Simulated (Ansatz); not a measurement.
The system is MnO.

```xyz
2
Lattice="0.0000 2.2239 2.2239 2.2239 0.0000 2.2239 2.2239 2.2239 0.0000" Properties=species:S:1:pos:R:3 pbc="T T T"
Mn    0.0000    0.0000    0.0000
O     2.2239    2.2239    2.2239
```

The cell is a database's computed one.

Base run:

```yaml
Program: Ansatz 0.2.0
Functional: PBEsol
Potentials_or_basis: Ansatz PAW
Cutoff: "420 eV (not typed: the program's choice for these potentials)"
k_mesh: 10 × 10 × 10
Occupations: fermi-dirac, width 0.05 eV
Spin: collinear spin, ferromagnetic start
Starting_moments: "[4.0, 0.0] μB"
Hubbard_terms: Mn d U = 5 eV
```

Its results: band gap on the k mesh 0.18 eV, indirect (least direct gap 2.45 eV); pressure 3.9 GPa; net moment 5.00 μB per cell; site moments Mn +4.29; O +0.16 μB.

Q: The run is repeated on the same cell with these changes: hubbard terms from Mn d U = 5 eV to Mn d U = 3 eV. What comes out?

A: Band gap on the k mesh none (metal or under the smearing width); pressure 1.6 GPa; net moment 5.00 μB per cell; site moments Mn +4.25; O +0.20 μB.

Caveats: the magnetic or orbital state may not be the lowest; a cell with one magnetic atom can't hold antiferromagnetic order, which such compounds often take; the PAW data sets come from PBE, with cores solved anew for the run's functional, which leaves a small shift of forces and pressure.
